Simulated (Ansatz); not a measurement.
Crystal: ZnO (zincite).

```
Zn O
1.0
     3.24931    0.00000    0.00000
    -1.62465    2.81398    0.00000
     0.00000    0.00000    5.20571
Zn O
2 2
Cartesian
  1.6247 0.9380 0.0000
  0.0000 1.8760 2.6029
  0.0000 1.8760 4.5759
  1.6247 0.9380 1.9730
```

- Program: Ansatz 0.2.0
- Task: relaxation of cell and atoms
- Functional: RPBE
- Dispersion: D3(BJ)
- Potentials or basis: Ansatz PAW
- Cutoff: 420 eV (not typed: the program's choice for these potentials)
- k mesh: 9 × 9 × 5
- Occupations: fermi-dirac, width 0.05 eV
- Spin: no spin polarisation

At the start: volume 11.90 Å³/atom.

Question: How do energy, volume and symmetry change on relaxing?

Answer: It ends after 8 steps and the volume is 11.42 Å³/atom (-4.0 %); space group P6_3mc (No. 186, to 0.05 Å).

The path:
| step | energy change (eV) | largest force (eV/Å) | volume (Å³) |
| --- | --- | --- | --- |
| 1 | 0.0000 | 0.0886 | 47.60 |
| 2 | -0.0302 | 0.0713 | 46.64 |
| 3 | -0.0430 | 0.0207 | 45.68 |
| 4 | -0.0431 | 0.0150 | 45.70 |
| 5 | -0.0430 | 0.0008 | 45.75 |
| 6 | -0.0363 | 0.0007 | 45.75 |
| 7 | -0.0366 | 0.0012 | 45.69 |
| 8 | -0.0364 | 0.0011 | 45.69 |

Final structure:
```
Zn O
1.0
     3.20792    0.00000    0.00000
    -1.60396    2.77814    0.00000
     0.00000    0.00000    5.12627
Zn O
2 2
Cartesian
  1.6040 0.9260 -0.0085
  0.0000 1.8521 2.5547
  0.0000 1.8521 4.5145
  1.6040 0.9260 1.9514
```

Caveat: the plane-wave basis is chosen anew once the cell has moved, so the energies of steps on either side of that aren't comparable; the pressure holds a Pulay correction of +0.7 GPa for the finite cutoff; the PAW data sets come from PBE, with cores solved anew for the run's functional, which leaves a small shift of forces and pressure.
